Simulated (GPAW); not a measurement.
The system is CsBr.

```
Cs Br
1.0
     4.32562    0.00000    0.00000
     0.00000    4.32562    0.00000
     0.00000    0.00000    4.32562
Cs Br
1 1
Direct
  0.00000 0.00000 0.00000
  0.50000 0.50000 0.50000
```

The cell comes from a database or a generator and needn't be the stable form of this composition.

Base run:

| Quantity | Value |
| --- | --- |
| Program | GPAW 26.7.0 |
| Functional | LDA |
| Potentials or basis | the program's PAW data sets (release 1.2.1) made for this functional |
| Cutoff | 600 eV |
| Basis | pw |
| k mesh | 6 × 6 × 6 |
| Occupations | fermi-dirac, width 0.05 eV |
| Spin | no spin polarisation |

Its results: band gap on the k mesh 4.03 eV, indirect (least direct gap 4.04 eV); pressure -1.9 GPa.

Q: The run is repeated on the same cell with these changes: functional from LDA to PBEsol; potentials or basis from the program's PAW data sets (release 1.2.1) made for this functional to PAW data sets generated in the run's folder for this functional. What comes out?

A: Band gap on the k mesh 4.23 eV, indirect (least direct gap 4.24 eV); pressure -0.7 GPa.

Caveats: spin-orbit coupling is left out, which moves the levels of the heavy elements.
